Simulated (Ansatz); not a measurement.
Runs of Ansatz 0.2.0 on Ti3Ni. Symmetry: Pm-3m, No. 221, cubic system. Conventional cell: a = 3.935 Å, b = 3.935 Å, c = 3.935 Å, α = 90.00°, β = 90.00°, γ = 90.00°. Ni (site symmetry m-3m) has 12 Ti at 2.78 Å as nearest neighbours. Ti (site symmetry 4/mmm) is surrounded by 4 Ni at 2.78 Å and 8 Ti at 2.78 Å. The cell comes from a database or a generator and needn't be the stable form of this composition.

| fixed moment (μB) | pressure (GPa) | moment (μB) |
| --- | --- | --- |
| 4.0 | -1.6 | 4.00 |
| 1.0 | -4.8 | 1.00 |
| 2.0 | (b) | 2.00 |
| 6.0 | (a) | 6.00 |
| 3.0 | -3.1 | 3.00 |

Alike in all rows: task single point; level PBEsol; potentials or basis Ansatz PAW; spin collinear, ferromagnetic start; cell as given; k mesh 6 × 6 × 6; cutoff (eV) 420; smearing fermi-dirac 0.05 eV.

Task: Fill in the values left out.

Result: (a) 2.2; (b) -4.2.

Caveats: the total moment is fixed, so each spin has its own Fermi level; the PAW data sets come from PBE, with cores solved anew for the run's functional, which leaves a small shift of forces and pressure; the thresholds are loose for stress.
